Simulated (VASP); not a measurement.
SnTe: Born charges and dielectric tensor with LDA

Crystal: SnTe.

```
Te Sn
1.0
     0.00000    3.61115    3.61115
     3.61115    0.00000    3.61115
     3.61115    3.61115    0.00000
Te Sn
1 1
Direct
  0.25000 0.25000 0.25000
  0.00000 0.00000 0.00000
```

Measurements of this composition are mostly on another form, of space group No. 225.

```
Program                : VASP 6.6.1
Task                   : Born charges and dielectric tensor
Functional             : LDA
Potentials or basis    : VASP PAW LDA potentials, release 64 (Te, Sn_d)
Cutoff                 : 520 eV
k mesh                 : 8 × 8 × 8
Occupations            : gaussian, width 0.02 eV
Spin                   : no spin polarisation
Ladder                 : free
Further INCAR settings : ALGO = Normal; EDIFF = 1e-08; IBRION = 8
```

```
Band gap on the k mesh                  : none (metal or under the smearing width)
Electronic dielectric tensor (diagonal) : 13.67
Born charges (mean of the diagonal)     : Te -2.11; Sn +2.11 e
Highest phonon frequency at Γ           : 98 cm⁻¹
```

Levels at points of the mesh, in eV from the Fermi level:
```csv
k point,band 8,band 9,band 10,band 11,band 12,band 13
"(0.00, 0.00, 0.00)",-1.93,-1.93,-1.93,0.95,0.95,0.95
"(0.50, 0.00, 0.00)",-2.47,-2.47,-2.12,1.75,1.75,3.29
"(0.50, 0.50, 0.00)",-3.13,-3.13,-0.73,-0.01,3.80,3.80
```

Phonon frequencies in cm⁻¹ (negative: imaginary):
| q point | frequencies |
| --- | --- |
| (0.000, 0.000, 0.000) | 0 0 0 98 98 98 |

Electronic dielectric tensor:
```
13.67  0.00  0.00
 0.00 13.67  0.00
 0.00  0.00 13.67
```

Born effective charge tensors (e):
atom 1, Te
```
-2.11  0.00  0.00
 0.00 -2.11  0.00
 0.00  0.00 -2.11
```
atom 2, Sn
```
2.11 0.00 0.00
0.00 2.11 0.00
0.00 0.00 2.11
```

Run time: 9.7 min on 1 thread of Intel(R) Xeon(R) 6975P-C (Granite Rapids) (shared host), peak memory 0.51 GiB.

Spin-orbit coupling is left out, which matters for the levels of Te.
